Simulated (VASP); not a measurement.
Here is a VASP 6.6.1 calculation.

INCAR

```
SYSTEM = Fe
ALGO = Normal ; AMIX = 0.2
AMIX_MAG = 0.8 ; BMIX = 1E-4
BMIX_MAG = 1E-4 ; EDIFF = 1E-7
EDIFFG = -0.005 ; ENCUT = 600
GGA = PE ; IBRION = 2
ISIF = 3 ; ISMEAR = 1
ISPIN = 2 ; LASPH = .TRUE.
LCHARG = .FALSE. ; LMAXMIX = 4
LORBIT = 11 ; LREAL = .FALSE.
LWAVE = .FALSE. ; MAGMOM = 4
NELM = 150 ; NSW = 90
PREC = Accurate ; SIGMA = 0.1
```

File KPOINTS:

```
k-points
0
G
  18 18 18
  0 0 0
```

POSCAR

```
Fe                                      
1.0
   -1.4149203463      1.4149203463      1.4149203463
    1.4149203463     -1.4149203463      1.4149203463
    1.4149203463      1.4149203463     -1.4149203463
  Fe            
     1
Direct
     0.0000000000000000    0.0000000000000000    0.0000000000000000
```

Potentials or basis: VASP PAW PBE potentials, release 64 (Fe).

Run with:

```bash
$ cat potpaw_PBE.64/Fe/POTCAR > POTCAR
$ mpirun -np 1 vasp_std > vasp.out
```

(1) Predict the relaxed volume.

(2) What does it give for the net moment?

Results:

(1) 11.32 Å³/atom.

(2) 2.17 μB per cell.
